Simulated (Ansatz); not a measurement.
Phonons of fluorite-structured BaF₂

The computed numbers are results of r²SCAN, scalar-relativistic (no spin polarisation) in the plane-wave PAW code Ansatz at 500 eV, Gaussian smearing of 0.05 eV; PAW files: Ansatz's generated set soft_2.

```
Ba F
1.0
     0.00000    3.09732    3.09732
     3.09732    0.00000    3.09732
     3.09732    3.09732    0.00000
Ba F
1 2
Direct
  0.00000 0.00000 0.00000
  0.25000 0.25000 0.25000
  0.75000 0.75000 0.75000
```

The start was a prototype's sites filled with these elements; the Crystallography Open Database holds the compound in this structure.

Force constants come from finite displacements in a 2×2×2 supercell (the unit cell's 6×6×6 k-mesh, folded to it); the long-range dipole term is included. Points in reciprocal vectors of this cell: Γ = (0.000, 0.000, 0.000), X = (0.500, 0.000, 0.500), U = (0.625, 0.250, 0.625), K = (0.375, 0.375, 0.750), L = (0.500, 0.500, 0.500), W = (0.500, 0.250, 0.750).

Frequencies at the named points (cm⁻¹, imaginary ones negative):
| point | ω (cm⁻¹) |
| --- | --- |
| Γ | 0 0 0 185 185 243 243 243 340 |
| X | 93 93 150 157 179 179 231 231 318 |
| U | 88 118 140 155 182 194 230 245 295 |
| K | 88 118 140 155 182 194 230 245 295 |
| L | 66 66 147 201 201 221 221 224 288 |
| W | 100 127 127 153 177 210 210 268 281 |

Is the structure dynamically stable along this path, and where does the spectrum end?

Yes: no branch is imaginary beyond numerical noise. The highest frequency is 340 cm⁻¹, at Γ. Points that don't fit the supercell are interpolated.

What does the harmonic approximation give for the vibrational free energy, entropy and heat capacity?

Zero-point energy 33.8 meV/atom.
| T (K) | F_vib (meV/atom) | S (J/K per mole of atoms) | C_V (J/K per mole of atoms) |
| --- | --- | --- | --- |
| 100 | 30.2 | 9.8 | 14.7 |
| 200 | 13.0 | 22.6 | 21.4 |
| 300 | -15.3 | 31.7 | 23.2 |
| 400 | -51.8 | 38.4 | 24.0 |
| 500 | -94.5 | 43.8 | 24.3 |
| 600 | -142.3 | 48.3 | 24.5 |
| 700 | -194.4 | 52.1 | 24.6 |
| 800 | -250.1 | 55.4 | 24.7 |
| 900 | -309.0 | 58.3 | 24.7 |
| 1000 | -370.8 | 60.9 | 24.8 |

The highest mode, 340 cm⁻¹, is worth 490 K. At 300 K the heat capacity has reached 93 % of the classical limit 3R = 24.9 J/K per mole of atoms: a mode at k_BT already holds 92 % of its classical share, and one at 1.5 k_BT 83 %.

It ran for 4.1 min on 4 threads of Arm Neoverse V1, on a shared host, peak memory 5.6 GiB.

No spin–orbit coupling, a notable omission for heavy elements.
